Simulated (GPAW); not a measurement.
Crystal: Te2Mo.

```
CELL_PARAMETERS angstrom
3.51820 0.00000 0.00000
-1.75910 3.04685 0.00000
0.00000 0.00000 13.97360
ATOMIC_POSITIONS crystal
Te 0.66667 0.33333 0.37900
Te 0.33333 0.66667 0.87900
Te 0.66667 0.33333 0.12100
Te 0.33333 0.66667 0.62100
Mo 0.66667 0.33333 0.75000
Mo 0.33333 0.66667 0.25000
```

* Program: GPAW 26.7.0
* Task: relaxation of cell and atoms
* Functional: BP86
* Potentials or basis: PAW data sets generated in the run's folder for this functional
* Cutoff: 600 eV
* Basis: pw
* k mesh: 5 × 5 × 2
* Occupations: fermi-dirac, width 0.05 eV
* Spin: no spin polarisation

At the start: pressure 3.1 GPa; volume 24.96 Å³/atom.

Task: Where does the relaxation end?

Result: Over 14 steps the energy falls by 18.5 meV/atom and the volume is 27.92 Å³/atom (+11.9 %); space group P6_3/mmc (No. 194, to 0.05 Å).

Step by step:
| step | energy change (eV) | largest force (eV/Å) | pressure (GPa) | volume (Å³) |
| --- | --- | --- | --- | --- |
| 1 | 0.0000 | 0.0880 | 3.14 | 149.79 |
| 2 | -0.0101 | 0.0248 | 2.71 | 150.31 |
| 3 | -0.0416 | 0.2757 | 0.48 | 153.55 |
| 4 | -0.0479 | 0.2928 | 0.15 | 154.41 |
| 5 | -0.0681 | 0.2271 | -0.52 | 157.61 |
| 6 | -0.0747 | 0.1072 | -0.35 | 158.67 |
| 7 | -0.0766 | 0.0205 | -0.02 | 158.71 |
| 8 | -0.0776 | 0.0126 | 0.17 | 158.57 |
| 9 | -0.0798 | 0.0629 | 0.47 | 158.43 |
| 10 | -0.0843 | 0.1138 | 0.79 | 158.65 |
| 11 | -0.0924 | 0.1445 | 1.00 | 159.83 |
| 12 | -0.1023 | 0.1120 | 0.83 | 162.36 |
| 13 | -0.1091 | 0.0387 | 0.34 | 165.57 |
| 14 | -0.1107 | 0.0023 | 0.05 | 167.55 |

Final structure:
```cif
data_structure
_symmetry_space_group_name_H-M 'P 1'
_symmetry_Int_Tables_number 1
_cell_length_a 3.5730
_cell_length_b 3.5730
_cell_length_c 15.1542
_cell_angle_alpha 90.000
_cell_angle_beta 90.000
_cell_angle_gamma 120.000
_cell_volume 167.55
loop_
_atom_site_label
_atom_site_type_symbol
_atom_site_fract_x
_atom_site_fract_y
_atom_site_fract_z
_atom_site_occupancy
Te1 Te 0.66667 0.33333 0.36860 1
Te2 Te 0.33333 0.66667 0.86860 1
Te3 Te 0.66667 0.33333 0.13140 1
Te4 Te 0.33333 0.66667 0.63140 1
Mo1 Mo 0.66667 0.33333 0.75000 1
Mo2 Mo 0.33333 0.66667 0.25000 1
```

Caveat: the k mesh is coarse; later steps reuse the first step's grids; the volume moved by +12 % from the deposited cell, more than functionals usually miss.
